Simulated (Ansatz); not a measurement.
# InP (F-43m) in Ansatz: further runs

One crystal, InP, is run at these levels: PBEsol; tasks: band structure.

Program: Ansatz 0.2.0. These are calculated values, not measurements. Logs are shortened: lines on timing, memory, paths and dates and some standing lists are left out, and cuts for length are marked.

**The experiment to reproduce.**

From a printed reference work, data compilation, for a bulk crystal of InP at 1.6 K: band gap 1.4236 eV (direct).

The results are compared with them further down.

## 1. The crystal as given

The structure is cubic, space group F-43m (No. 216). Conventional cell: a = 5.861 Å, b = 5.861 Å, c = 5.861 Å, α = 90.00°, β = 90.00°, γ = 90.00°. In (site symmetry -43m) has 4 P at 2.54 Å as nearest neighbours. P (site symmetry -43m) has 4 In at 2.54 Å as nearest neighbours.

## 2. Band structure, PBEsol

File input.yaml:

```yaml
crystal:
  lattice:
    - [0.0, 2.9305, 2.9305]
    - [2.9305, 0.0, 2.9305]
    - [2.9305, 2.9305, 0.0]
  atoms:
    - { symbol: In, position: [0.0, 0.0, 0.0] }
    - { symbol: P, position: [0.75, 0.75, 0.75] }
kpoints:
  mp_grid: { grid: [6, 6, 6] }
  band_path:
    path:
      - [0.0, 0.0, 0.0]
      - [0.5, 0.0, 0.5]
      - [0.5, 0.25, 0.75]
      - [0.375, 0.375, 0.75]
      - [0.0, 0.0, 0.0]
      - [0.5, 0.5, 0.5]
      - [0.625, 0.25, 0.625]
      - [0.5, 0.25, 0.75]
    npoints: 12
scf:
  occupations: { method: fermi_dirac, width: 0.05 }
hamiltonian:
  xc: pbesol
  pseudopotentials: { kind: all_electron, lapw: { basis_error: 0.001 } }
output:
  forces: true
  stress: true
  eigenvalues: true
```

Potentials or basis: all-electron LAPW, scalar-relativistic.

Command:

```
$ ansatz run input.yaml --threads 1 --pin off --max-ram 3072MiB --backend cpu --events-out ev --progress --plain --runs-dir out
```

The program printed:

```text
Warning: RAYON_NUM_THREADS=1 ignored (pool sized by the plan → 1); use --threads N
LAPW: plane waves up to 8.016 Å⁻¹, error target 1.0e-3 eV per atom; small_component_spin mean_spin; P in spheres of 1.105 Å, 13 of its electrons in bands, Dirac shells []; In in spheres of 1.432 Å, 21 of its electrons in bands, Dirac shells [] (how accurate: hamiltonian.pseudopotentials.lapw.basis_error, Limitations)
Engine: ansatz 0.2.0, aarch64-unknown-linux-gnu
Pseudopotentials: kind: all_electron
Pseudopotential: In, LAPW, valence charge 21, lapw/all_electron/scalar/gaussian/In, Koelling and Harmon's equation, gaussian nucleus
Pseudopotential: P, LAPW, valence charge 13, lapw/all_electron/scalar/gaussian/P, Koelling and Harmon's equation, gaussian nucleus
Functional definition: PBEsol
  exchange = pbesol_x
  correlation = pbesol_c
Crystal: 2 atoms, lattice volume = 50.333 Å³
Basis set: ecut = 244.79313199182866 eV, 411 PW (Γ), exchange–correlation at level 2
Bands: 21, of which v1, the nominal top of the filled ones, is band 17 counted from 1 (16 counted from 0)
Symmetry: 24 space group operations
Space group: F-43m (ITA 216), of the structure as read, at distance tolerance 3.7e-5 Å
k-points: 16 of 216 (time reversal used)
Non-local potential: In, projectors of the file, none
Non-local potential: P, projectors of the file, none
Initial density: superposition of atomic densities (chi_scale 0.1, normalization cell, long waves kept (reshape's long-wave potential 0.00 eV rms))
Initial wavefunctions: plane waves of lowest kinetic energy (no species holds an atomic orbital)
Functional: x = pbesol(κ = 0.804, μ = 0.12345679012345678), c = pbesol(β = 0.046)
iter 1 solved again at ethr=3.32e-3 eV; its pass at ethr=1.00e-1 eV (dr2=1.13e0 eV) is discarded
SCF iter   1: F=—  HF=-169267.721993 eV  |F-HF|=—  |Δ(HF+E_count)|=         —  Δρ=3.51e-2  dr2=1.13e0  ethr=3.32e-3  ⟨swp⟩=2.0  Hψ=2285  notcnv=0
preconditioner: auto → none  [insulator: Δε(μ)=1.033 eV  Ē_g=14.195 eV  σ=0.050 eV  W_gap=1.00  n_scr=14 (ndim 8)  ℏωp=22.2 eV  f_vac=0.041  D(μ)=0.00/eV (n_scr^D=0)  ε∞_Penn≈3.4]
iter 2 solved again at ethr=1.88e-4 eV; its pass at ethr=3.32e-3 eV (dr2=6.38e-2 eV) is discarded
SCF iter   2: F=—  HF=-169267.344886 eV  |F-HF|=—  |Δ(HF+E_count)|=   3.77e-1  Δρ=1.21e-2  dr2=6.39e-2  ethr=1.88e-4  ⟨swp⟩=2.0  Hψ=1767  notcnv=0
SCF iter   3: F=—  HF=-169267.314134 eV  |F-HF|=—  |Δ(HF+E_count)|=   3.08e-2  Δρ=5.81e-3  dr2=1.36e-2  ethr=1.88e-4  ⟨swp⟩=2.0  Hψ=992  notcnv=0
SCF iter   4: F=—  HF=-169267.312186 eV  |F-HF|=—  |Δ(HF+E_count)|=         —  Δρ=1.22e-3  dr2=7.75e-4  ethr=4.01e-5  ⟨swp⟩=2.0  Hψ=930  notcnv=0
the basis was enlarged: its passes take 428.2 KiB over the memory plan, 1 of 1 planned eigensolver slots
SCF iter   5: F=—  HF=-169267.311708 eV  |F-HF|=—  |Δ(HF+E_count)|=   4.78e-4  Δρ=1.56e-4  dr2=1.05e-5  ethr=2.28e-6  ⟨swp⟩=2.1  Hψ=931  notcnv=0
SCF iter   6: F=—  HF=-169267.311719 eV  |F-HF|=—  |Δ(HF+E_count)|=   1.08e-5  Δρ=3.00e-5  dr2=3.64e-7  ethr=3.10e-8  ⟨swp⟩=3.0  Hψ=984  notcnv=0
SCF iter   7: F=-169267.311720 eV  HF=-169267.311719 eV  |F-HF|=4.10e-9  |Δ(HF+E_count)|=   6.20e-7  Δρ=2.71e-6  dr2=4.54e-9  ethr=1.07e-9  ⟨swp⟩=3.0  Hψ=988  notcnv=0
SCF 1 converged in 7 iterations: F = -169267.311720 eV  dr2 = 4.54e-9
NSCF: frozen V_eff on 85 k-points
SCF converged after 7 iterations
Free energy (F): -169267.311720 eV
Harris-Foulkes:  -169267.311719 eV  (|F-HF|=4.10e-9)
Internal energy: -169267.311694 eV  (E = F + TS)
E sigma→0 (E₀):  -169267.311707 eV
Entropy (-TS):   -0.000025 eV (-0.013 meV/atom)
Fermi energy:    9.339407 eV
--- Per-component energies (eV) ---
  E_band       = -1584.189141
  E_kinetic    = 177222.838417
  E_xc         = -4895.300734
  E_electrostatic = -341594.849377  (all electrons and nuclei)
  E_smearing   = -0.000025  (= −TS)
  E_closure    = 0.000000  (closes the sum)
  E_atoms      = -169258.199424  (free atoms, spherical and without spin; not in F)
  Σ components = -169267.311720   (vs F -169267.311720, Δ=0.00e0)
  Basis errors (estimates in eV, not in F): energy 4.5e-4 per atom: plane waves 4.1e-4 (2.4e-4 summed), levels above the bands 1.4e-60, relativity 4.1e-9, radial functions 4.1e-5, core shells 6.7e-8; eigenvalues (radial functions only) 1.1e-6; not estimated: angular momenta, meshes, grids; target (lapw.basis_error) 1.0e-3; muffin-tin radii P 1.105 Å, In 1.432 Å
--- Forces (eV/Å), atoms counted from 1 ---
  atom   1  In     0.00000000    -0.00000000    -0.00000000
  atom   2  P     -0.00000000     0.00000000     0.00000000
  max |Σ_I F_I| component: 3.70e-17 eV/Å
--- Stress (GPa, compression-positive) ---
        0.599537       0.000000      -0.000000
        0.000000       0.599537       0.000000
       -0.000000       0.000000       0.599537
  P = ⅓ Tr σ = 0.5995 GPa (5.995 kbar)
--- Band table (eV; the first three rows and the last of 16) ---
  k-point 0: bands = ["-158.2702", "-109.0079", "-109.0079", "-109.0079", "-105.8072", "-64.3349", "-64.3349", "-64.3349", "-5.1629", "-5.1629", "-5.1629", "-5.0078", "-5.0078", "-2.5409", "9.0055", "9.0055", "9.0055", "9.6177", "13.0138", "13.0138", "13.0138"]
  k-point 1: bands = ["-158.2702", "-109.0079", "-109.0079", "-109.0079", "-105.8072", "-64.3350", "-64.3349", "-64.3349", "-5.1955", "-5.1503", "-5.1503", "-5.0074", "-5.0074", "-2.2248", "6.7848", "8.6953", "8.6953", "10.7242", "13.4064", "13.4576", "13.4576"]
  k-point 2: bands = ["-158.2702", "-109.0079", "-109.0079", "-109.0079", "-105.8072", "-64.3351", "-64.3350", "-64.3350", "-5.2556", "-5.1302", "-5.1302", "-5.0009", "-5.0009", "-1.4066", "4.3870", "8.2175", "8.2175", "10.5625", "13.7949", "13.7949", "15.1645"]
  k-point 15: bands = ["-158.2702", "-109.0079", "-109.0079", "-109.0079", "-105.8072", "-64.3351", "-64.3351", "-64.3350", "-5.3260", "-5.0898", "-5.0650", "-5.0372", "-4.9857", "-0.0661", "3.3010", "6.1537", "6.1728", "12.1765", "12.5552", "15.7070", "15.9732"]
```

Run time: 22 s. Hardware: 1 thread of Arm Neoverse N1, shared host; peak memory 0.24 GiB.

What came out:

* Free energy: -169267.3117 eV
* Pressure: 0.6 GPa
* Band gap on the k mesh: 0.61 eV, direct
* Band gap along the path: 0.61 eV, direct

Levels at the corners of the path, in eV from the valence-band top:
```csv
point,band 13,band 14,band 15,band 16,band 17,band 18,band 19,band 20,band 21
Γ,-14.01,-11.55,0.00,0.00,0.00,0.61,4.01,4.01,4.01
X,-13.98,-9.13,-5.82,-2.35,-2.35,1.63,2.16,9.09,9.52
W,-14.00,-9.05,-5.66,-3.00,-2.97,4.19,4.34,5.47,6.07
K,-13.99,-9.14,-5.67,-3.36,-1.97,2.24,4.31,7.42,7.44
Γ,-14.01,-11.55,0.00,0.00,0.00,0.61,4.01,4.01,4.01
L,-14.00,-9.80,-5.80,-0.98,-0.98,1.40,4.73,4.73,6.95
U,-13.99,-9.14,-5.67,-3.36,-1.97,2.24,4.31,7.42,7.44
W,-14.00,-9.05,-5.66,-3.00,-2.97,4.19,4.34,5.47,6.07
```

Caveat: spin-orbit coupling is left out, which moves the levels of the heavy elements.

## 3. Band structure, PBEsol, spin-orbit coupling, no magnetisation

input.yaml, as its differences from that of step 2:

```diff
@@ -26,2 +26,5 @@
   pseudopotentials: { kind: all_electron, lapw: { basis_error: 0.001 } }
+magnetization:
+  noncollinear: true
+  spin_orbit: true
 output:
```

Potentials or basis: all-electron LAPW, relativistic spinors.

Command:

```
$ ansatz run input.yaml --threads 1 --pin off --max-ram 3072MiB --backend cpu --events-out ev --progress --plain --runs-dir out
```

Run time: 2.1 min. Hardware: 1 thread of Arm Neoverse N1, shared host; peak memory 0.38 GiB.

Results (log left out):

```yaml
Free_energy: -169310.4058 eV
Pressure: 0.5 GPa
Band_gap_on_the_k_mesh: 0.58 eV, direct
Band_gap_along_the_path: 0.58 eV, direct
```

Levels at the corners of the path, in eV from the valence-band top:
```csv
point,band 30,band 31,band 32,band 33,band 34,band 35,band 36,band 37,band 38,band 39
Γ,-0.10,0.00,0.00,0.00,0.00,0.58,0.58,3.66,3.66,4.12
X,-5.84,-2.44,-2.44,-2.34,-2.34,1.60,1.60,2.14,2.14,9.05
W,-5.68,-3.12,-3.03,-2.98,-2.93,4.16,4.16,4.29,4.32,5.30
K,-5.69,-3.44,-3.35,-2.00,-1.99,2.21,2.22,4.27,4.29,7.31
Γ,-0.10,0.00,0.00,0.00,0.00,0.58,0.58,3.66,3.66,4.12
L,-5.83,-1.08,-1.08,-0.96,-0.96,1.37,1.37,4.61,4.61,4.77
U,-5.69,-3.44,-3.35,-2.00,-1.99,2.21,2.22,4.27,4.29,7.31
W,-5.68,-3.12,-3.03,-2.98,-2.93,4.16,4.16,4.29,4.32,5.30
```

## 4. Against experiment

Step 2. Against the measured gap of InP, 1.4236 eV (direct; 1.6 K; a printed reference work, data compilation), the calculated 0.61 eV is off by -0.81 eV. Spin-orbit coupling on In is left out. The value is that of PBEsol, without temperature or zero-point motion. Semilocal functionals fall short of measured gaps as a rule.

Step 3. A measured gap of InP is 1.4236 eV (direct; 1.6 K; a printed reference work, data compilation); the calculated 0.58 eV misses it by -0.84 eV. The value is that of PBEsol, without temperature or zero-point motion. Semilocal functionals fall short of measured gaps as a rule.
